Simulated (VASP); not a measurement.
# BN (F-43m) in VASP: notebook

Aim: see how the results for BN move with the level of theory and the settings. Levels: HSEsol, PBE, PBEsol. Tasks: band structure, evGW0 quasiparticle levels, G0W0 quasiparticle levels, Born charges and dielectric tensor.

Everything below comes from runs of VASP 6.6.1. Logs are shortened: lines on timing, memory, paths and dates and some standing lists are left out, and cuts for length are marked.

## Step 1: The crystal as given

Symmetry: F-43m, No. 216, cubic system. The conventional cell has a = 3.626 Å, b = 3.626 Å, c = 3.626 Å, α = 90.00°, β = 90.00°, γ = 90.00°. Around N (site symmetry -43m) lie 4 B at 1.57 Å. Around B (site symmetry -43m) lie 4 N at 1.57 Å.

The cell is a database's computed one.

## Step 2: Band structure, HSEsol

Contents of POSCAR:

```
BN
1.0
    0.0000000000      1.8130010000      1.8130010000
    1.8130010000      0.0000000000      1.8130010000
    1.8130010000      1.8130010000      0.0000000000
N B
1 1
Direct
    0.2500000000      0.2500000000      0.2500000000
    0.0000000000      0.0000000000      0.0000000000
```

Contents of INCAR.step1:

```
PREC     = Accurate       # precision mode
ENCUT    = 520            # plane-wave cutoff, eV
EDIFF    = 1E-5           # SCF threshold, eV
ISMEAR   = -1             # smearing method
SIGMA    = 0.05           # smearing width, eV
LREAL    = False          # projectors in reciprocal space
LASPH    = True           # aspherical terms in the spheres
NELM     = 60             # most SCF steps
ALGO     = Normal         # electronic algorithm
ISIF     = 2              # what is computed and relaxed
LWAVE    = True           # write WAVECAR
LCHARG   = False          # write CHGCAR
NBANDS   = 11             # bands
GGA      = PE             # functional
```

Contents of INCAR.step2:

```
PREC     = Accurate       # precision mode
ENCUT    = 520            # plane-wave cutoff, eV
EDIFF    = 1E-6           # SCF threshold, eV
ISMEAR   = -1             # smearing method
SIGMA    = 0.05           # smearing width, eV
LREAL    = False          # projectors in reciprocal space
LASPH    = True           # aspherical terms in the spheres
NELM     = 60             # most SCF steps
ALGO     = Normal         # electronic algorithm
ISIF     = 2              # what is computed and relaxed
LWAVE    = False          # write WAVECAR
LCHARG   = False          # write CHGCAR
GGA      = PS             # functional
LHFCALC  = True           # exact exchange
HFSCREEN = 0.2            # screening, 1/A
PRECFOCK = Fast         
NBANDS   = 11             # bands
ISTART   = 1
```

Contents of KPOINTS:

```
regular mesh
0
Gamma
  7 7 7
```

Contents of KPOINTS_OPT:

```
path GXWKGLUWLK,UX
10
line-mode
reciprocal
 0.0000000000  0.0000000000  0.0000000000  G
 0.5000000000  0.0000000000  0.5000000000  X

 0.5000000000  0.0000000000  0.5000000000  X
 0.5000000000  0.2500000000  0.7500000000  W

 0.5000000000  0.2500000000  0.7500000000  W
 0.3750000000  0.3750000000  0.7500000000  K

 0.3750000000  0.3750000000  0.7500000000  K
 0.0000000000  0.0000000000  0.0000000000  G

 0.0000000000  0.0000000000  0.0000000000  G
 0.5000000000  0.5000000000  0.5000000000  L

 0.5000000000  0.5000000000  0.5000000000  L
 0.6250000000  0.2500000000  0.6250000000  U

 0.6250000000  0.2500000000  0.6250000000  U
 0.5000000000  0.2500000000  0.7500000000  W

 0.5000000000  0.2500000000  0.7500000000  W
 0.5000000000  0.5000000000  0.5000000000  L

 0.5000000000  0.5000000000  0.5000000000  L
 0.3750000000  0.3750000000  0.7500000000  K

 0.6250000000  0.2500000000  0.6250000000  U
 0.5000000000  0.0000000000  0.5000000000  X
```

Potentials or basis: VASP PAW PBE potentials, release 64 (N, B).

Run with:

```console
cat potpaw_PBE.64/N/POTCAR potpaw_PBE.64/B/POTCAR > POTCAR
cp INCAR.step1 INCAR
mpirun -np 1 vasp_std > vasp.out
cp INCAR.step2 INCAR
mpirun -np 1 vasp_std > vasp.out
```

OUTCAR:

```text
PREC = Accurate
   ENCUT = 520
   EDIFF = 1E-6
   ISMEAR = -1
   LREAL = False
   LASPH = True
   NELM = 60
   ISIF = 2
   GGA = PS
   LHFCALC = True
   HFSCREEN = 0.2
   PRECFOCK = Fast
   ISTART = 1

 ion  position               nearest neighbor table
   1  0.250  0.250  0.250-   2 1.57   2 1.57   2 1.57   2 1.57
   2  0.000  0.000  0.000-   1 1.57   1 1.57   1 1.57   1 1.57

  LATTYP: Found a face centered cubic cell.
 ALAT       =     3.6260020000

  Lattice vectors:

 A1 = (   0.0000000000,   1.8130010000,   1.8130010000)
 A2 = (   1.8130010000,   0.0000000000,   1.8130010000)
 A3 = (   1.8130010000,   1.8130010000,   0.0000000000)

Analysis of symmetry for initial positions (statically):
=====================================================================
 Subroutine PRICEL returns:
 Original cell was already a primitive cell.

 Routine SETGRP: Setting up the symmetry group for a
 face centered cubic supercell.

 Subroutine GETGRP returns: Found 24 space group operations
 (whereof 24 operations were pure point group operations)
 out of a pool of 48 trial point group operations.

The static configuration has the point symmetry T_d .

Analysis of symmetry for dynamics (positions and initial velocities):
=====================================================================
 Subroutine PRICEL returns:
 Original cell was already a primitive cell.

 Routine SETGRP: Setting up the symmetry group for a
 face centered cubic supercell.

 Subroutine GETGRP returns: Found 24 space group operations
 (whereof 24 operations were pure point group operations)
 out of a pool of 48 trial point group operations.

The dynamic configuration has the point symmetry T_d .

 Subroutine INISYM returns: Found 24 space group operations
 (whereof 24 operations are pure point group operations),
 and found     1 'primitive' translations

----------------------------------------------------------------------------------------

                                     Primitive cell

  volume of cell :      11.9186

  direct lattice vectors                    reciprocal lattice vectors
     0.000000000  1.813001000  1.813001000    -0.275785838  0.275785838  0.275785838
     1.813001000  0.000000000  1.813001000     0.275785838 -0.275785838  0.275785838
     1.813001000  1.813001000  0.000000000     0.275785838  0.275785838 -0.275785838

  length of vectors
     2.563970603  2.563970603  2.563970603     0.477675083  0.477675083  0.477675083

  position of ions in fractional coordinates (direct lattice)
     0.250000000  0.250000000  0.250000000
     0.000000000  0.000000000  0.000000000

  ion indices of the primitive-cell ions
   primitive index   ion index
                 1           1
                 2           2

----------------------------------------------------------------------------------------

 KPOINTS: regular mesh

Automatic generation of k-mesh.
 Grid dimensions read from file:
 generate k-points for:    7    7    7

 Generating k-lattice:

  Cartesian coordinates                     Fractional coordinates (reciprocal lattice)
    -0.039397977  0.039397977  0.039397977     0.142857143  0.000000000  0.000000000
     0.039397977 -0.039397977  0.039397977     0.000000000  0.142857143  0.000000000
     0.039397977  0.039397977 -0.039397977     0.000000000  0.000000000  0.142857143

  Length of vectors
     0.068239298  0.068239298  0.068239298

  Shift w.r.t. Gamma in fractional coordinates (k-lattice)
     0.000000000  0.000000000  0.000000000

 Subroutine IBZKPT returns following result:
 ===========================================

 Found     20 irreducible k-points:

 Following reciprocal coordinates:
            Coordinates               Weight
  0.000000  0.000000  0.000000      1.000000
  0.142857  0.000000  0.000000      8.000000
  0.285714  0.000000  0.000000      8.000000
  0.428571  0.000000  0.000000      8.000000
  0.142857  0.142857  0.000000      6.000000
  0.285714  0.142857  0.000000     24.000000
[... 12 lines left out ...]
 -0.428571  0.428571  0.142857     24.000000
 -0.285714  0.428571  0.142857     24.000000
   k-points           NKPTS =     20   k-points in BZ     NKDIM =    343   number of bands    NBANDS=     11
   number of dos      NEDOS =    301   number of ions     NIONS =      2
   total plane-waves  NPLWV =   8000
   dimension x,y,z NGX =    20 NGY =   20 NGZ =   20
   dimension x,y,z NGXF=    40 NGYF=   40 NGZF=   40
   ions per type =               1   1
   NGX,Y,Z   is equivalent  to a cutoff of  12.97, 12.97, 12.97 a.u.
   NGXF,Y,Z  is equivalent  to a cutoff of  25.94, 25.94, 25.94 a.u.
 SYSTEM =  unknown system
   PREC   = accura    normal or accurate (medium, high low for compatibility)
   ISTART =      1    job   : 0-new  1-cont  2-samecut
   ICHARG =      0    charge: 1-file 2-atom 10-const
   ISPIN  =      1    spin polarized calculation?
   LNONCOLLINEAR =      F non collinear calculations
   LSORBIT =      F    spin-orbit coupling
   LASPH  =      T    aspherical Exc in radial PAW
   ENCUT  =  520.0 eV  38.22 Ry    6.18 a.u.   4.77  4.77  4.77*2*pi/ulx,y,z
   NELM   =     60;   NELMIN=  2; NELMDL=  0     # of ELM steps
   EDIFF  = 0.1E-05   stopping-criterion for ELM
   LREAL  =      F    real-space projection
   EDIFFG = 0.1E-04   stopping-criterion for IOM
   NSW    =      0    number of steps for IOM
   IBRION =     -1    ionic relax: 0-MD 1-quasi-New 2-CG
   NFREE  =      0    steps in history (QN), initial steepest desc. (CG)
   ISIF   =      2    stress and relaxation
   ISYM   =      3    0-nonsym 1-usesym 2-fastsym
   POTIM  = 0.5000    time-step for ionic-motion
   TEBEG  =    0.0;   TEEND  =   0.0 temperature during run
   PSTRESS=    0.0 pullay stress
   NELECT =       8.0000    total number of electrons
   NUPDOWN=      -1.0000    fix difference up-down
   EMIN   =  10.00;   EMAX   =-10.00  energy-range for DOS
   EFERMI =   0.00;   METHOD = LEGACY
   ISMEAR =    -1;   SIGMA  =   0.05  broadening in eV -4-tet -1-fermi 0-gaus
   EFERMI_NEDOS =   21; number of points for ismear=-14 and -15
   IALGO  =     38    algorithm
   IMIX   =      1    mixing-type and parameters
     AMIX     =   0.40;   BMIX     =  1.00
     AMIX_MAG =   1.60;   BMIX_MAG =  1.00
  volume/ion in A,a.u.               =       5.96        40.22
  Fermi-wavevector in a.u.,A,eV,Ry     =   1.433387  2.708709 27.954506  2.054598
  Thomas-Fermi vector in A             =   2.552911
   LORBIT       =      0    0 simple, 1 ext, 2 COOP (PROOUT), +10 PAW based schemes
   GGA     = PS    functional components
   LHFCALC =     T    Hartree Fock is set to
   PRECFOCK=fast      Normal, Fast or Accurate (Low or Medium for compatibility)
   ENCUT4O =  -1.0   cutoff for four orbital integrals eV
   NKREDX  =     1    reduce k-point grid by
   NKREDY  =     1    reduce k-point grid by
   NKREDZ  =     1    reduce k-point grid by
   AEXX    =    0.2500 exact exchange contribution
   HFSCREEN=    0.2000 screening length (either q_TF or 0.3 A-1)
   HFSCREENC=   0.2000 screening length for correlation (either q_TF or 0.3 A-1)
   ENCUTFOCK=  -1.0 apply spherical cutoff to Coloumb kernel
   IVDW    =     0    specifies the selected vdW correction
   LEPSILON=     F    determine dielectric tensor
   LRPA    =     F    only Hartree local field effects (RPA)
 non-spin polarized calculation
  energy-cutoff  :      520.00
  volume of cell :       11.92
 maximum number of plane-waves:       331
  NGX = 12; NGY = 12; NGZ = 12

 number of electron       7.9999999 magnetization

 Free energy of the ion-electron system (eV)
  ---------------------------------------------------
  ext. energy  EPLUGINS =         0.00000000
  ---------------------------------------------------
  free energy    TOTEN  =       -20.98371893 eV

  energy without entropy =      -20.98371893  energy(sigma->0) =      -20.98371893

 E-fermi :   7.5064     XC(G=0): -10.5509

 val. band max:        6.3886511770   @ k =   0.0000   0.0000   0.0000
 cond. band min:      12.3443828784   @ k =   0.4286   0.4286   0.0000
 fundamental gap:      5.9557317014
 Fermi energy:         7.5063693778

 k-point     1 :       0.0000    0.0000    0.0000
  band No.  band energies     occupation
      1     -15.6060      2.00000
      2       6.3886      2.00000
      3       6.3886      2.00000
      4       6.3887      2.00000
      5      16.8739      0.00000
      6      16.8739      0.00000
      7      16.8739      0.00000
      8      18.3534      0.00000
      9      32.8165      0.00000
     10      36.0201      0.00000
     11      36.0201      0.00000

 k-point     2 :       0.1429    0.0000    0.0000
  band No.  band energies     occupation
      1     -15.0760      2.00000
      2       3.8595      2.00000
      3       5.8792      2.00000
      4       5.8792      2.00000
      5      17.2503      0.00000
      6      17.6365      0.00000
      7      17.6365      0.00000
      8      20.0040      0.00000
      9      32.1859      0.00000
     10      32.4153      0.00000
     11      32.4153      0.00000

 k-point     3 :       0.2857    0.0000    0.0000
  band No.  band energies     occupation
      1     -13.5599      2.00000
      2      -0.6970      2.00000
      3       4.9639      2.00000
      4       4.9639      2.00000
      5      17.7381      0.00000
      6      18.6608      0.00000
      7      18.6608      0.00000
      8      22.3653      0.00000
      9      31.3386      0.00000
     10      31.9244      0.00000
     11      31.9244      0.00000
[... 211 lines left out ...]
 k-point    19 :      -0.4286    0.4286    0.1429
  band No.  band energies     occupation
      1      -9.9269      2.00000
      2      -2.4365      2.00000
      3       0.1166      2.00000
      4       0.5914      2.00000
      5      15.0312      0.00000
      6      19.4085      0.00000
      7      23.3765      0.00000
      8      25.9191      0.00000
      9      28.1414      0.00000
     10      34.6367      0.00000
     11      38.7712      0.00000

 k-point    20 :      -0.2857    0.4286    0.1429
  band No.  band energies     occupation
      1      -9.4843      2.00000
      2      -2.2438      2.00000
      3      -1.6651      2.00000
      4       0.9207      2.00000
      5      16.7043      0.00000
      6      21.3421      0.00000
      7      23.0186      0.00000
      8      24.2517      0.00000
      9      27.1232      0.00000
     10      34.2533      0.00000
     11      36.7955      0.00000

------------------------ aborting loop because EDIFF is reached ----------------------------------------

  FORCE on cell =-STRESS in cart. coord.  units (eV):
  Direction    XX          YY          ZZ          XY          YZ          ZX
  --------------------------------------------------------------------------------------
  -------------------------------------------------------------------------------------
  Total       -0.9520526     -0.9520526     -0.9520526      0.0000000      0.0000000      0.0000000
  in kB     -127.9815532   -127.9815532   -127.9815532      0.0000000      0.0000000      0.0000000
  external PRESSURE =    -127.9815532 kB  Pullay stress =       0.0000000 kB

 VOLUME and BASIS-vectors are now :
 -----------------------------------------------------------------------------
  energy-cutoff  :      520.00
  volume of cell :       11.92
      direct lattice vectors                 reciprocal lattice vectors
     0.000000000  1.813001000  1.813001000    -0.275785838  0.275785838  0.275785838
     1.813001000  0.000000000  1.813001000     0.275785838 -0.275785838  0.275785838
     1.813001000  1.813001000  0.000000000     0.275785838  0.275785838 -0.275785838

 POSITION                                       TOTAL-FORCE (eV/Angst)
 -----------------------------------------------------------------------------------
      0.90650      0.90650      0.90650         0.000000      0.000000      0.000000
      0.00000      0.00000      0.00000        -0.000000     -0.000000     -0.000000
 -----------------------------------------------------------------------------------
    total drift:                                0.000001     -0.000001      0.000000

  FREE ENERGIE OF THE ION-ELECTRON SYSTEM (eV)
  ---------------------------------------------------
  free  energy   TOTEN  =       -20.9837189322 eV

  energy  without entropy=      -20.9837189322  energy(sigma->0) =      -20.98371893
```

Wall time 9.4 min (1 thread of Intel Xeon Platinum 8259CL at 2.50GHz (Skylake/Cascade Lake), shared host); peak memory 0.24 GiB.

Results:

```
Free energy             : -20.9837 eV
Pressure                : -12.8 GPa
Band gap on the k mesh  : 5.96 eV, indirect (least direct gap 10.49 eV)
Band gap along the path : 5.68 eV, indirect (least direct gap 10.49 eV)
```

Levels at the corners of the path, in eV from the valence-band top:
| point | band 1 | band 2 | band 3 | band 4 | band 5 | band 6 | band 7 | band 8 | band 9 |
| --- | --- | --- | --- | --- | --- | --- | --- | --- | --- |
| Γ | -21.99 | 0.00 | 0.00 | 0.00 | 10.49 | 10.49 | 10.49 | 11.96 | 26.43 |
| X | -16.00 | -9.73 | -5.29 | -5.29 | 5.68 | 10.62 | 20.29 | 20.29 | 22.99 |
| X | -16.00 | -9.73 | -5.29 | -5.29 | 5.68 | 10.62 | 20.29 | 20.29 | 22.99 |
| W | -15.68 | -8.30 | -7.52 | -6.96 | 11.12 | 15.24 | 16.13 | 16.72 | 21.54 |
| W | -15.68 | -8.30 | -7.52 | -6.96 | 11.12 | 15.24 | 16.13 | 16.72 | 21.54 |
| K | -15.92 | -8.87 | -8.25 | -4.39 | 8.26 | 14.57 | 18.01 | 18.88 | 20.66 |
| K | -15.92 | -8.87 | -8.25 | -4.39 | 8.26 | 14.57 | 18.01 | 18.88 | 20.66 |
| Γ | -21.99 | 0.00 | 0.00 | 0.00 | 10.49 | 10.49 | 10.49 | 11.96 | 26.43 |
| Γ | -21.99 | 0.00 | 0.00 | 0.00 | 10.49 | 10.49 | 10.49 | 11.96 | 26.43 |
| L | -17.48 | -11.59 | -2.09 | -2.09 | 11.72 | 12.42 | 12.42 | 17.18 | 25.27 |
| L | -17.48 | -11.59 | -2.09 | -2.09 | 11.72 | 12.42 | 12.42 | 17.18 | 25.27 |
| U | -15.92 | -8.87 | -8.25 | -4.39 | 8.26 | 14.57 | 18.01 | 18.88 | 20.66 |
| U | -15.92 | -8.87 | -8.25 | -4.39 | 8.26 | 14.57 | 18.01 | 18.88 | 20.66 |
| W | -15.68 | -8.30 | -7.52 | -6.96 | 11.12 | 15.24 | 16.13 | 16.72 | 21.54 |
| W | -15.68 | -8.30 | -7.52 | -6.96 | 11.12 | 15.24 | 16.13 | 16.72 | 21.54 |
| L | -17.48 | -11.59 | -2.09 | -2.09 | 11.72 | 12.42 | 12.42 | 17.18 | 25.27 |
| L | -17.48 | -11.59 | -2.09 | -2.09 | 11.72 | 12.42 | 12.42 | 17.18 | 25.27 |
| K | -15.92 | -8.87 | -8.25 | -4.39 | 8.26 | 14.57 | 18.01 | 18.88 | 20.66 |
| U | -15.92 | -8.87 | -8.25 | -4.39 | 8.26 | 14.57 | 18.01 | 18.88 | 20.66 |
| X | -16.00 | -9.73 | -5.29 | -5.29 | 5.68 | 10.62 | 20.29 | 20.29 | 22.99 |

Caveat: the k mesh is coarse (spacing up to 0.43 Å⁻¹), so the values aren't converged, least of all with exact exchange; the PAW data sets were made with another functional, which shifts forces and pressure a little; the mesh misses the band edges, which the band path finds closer together.

(Continued in part 2 of 4.)
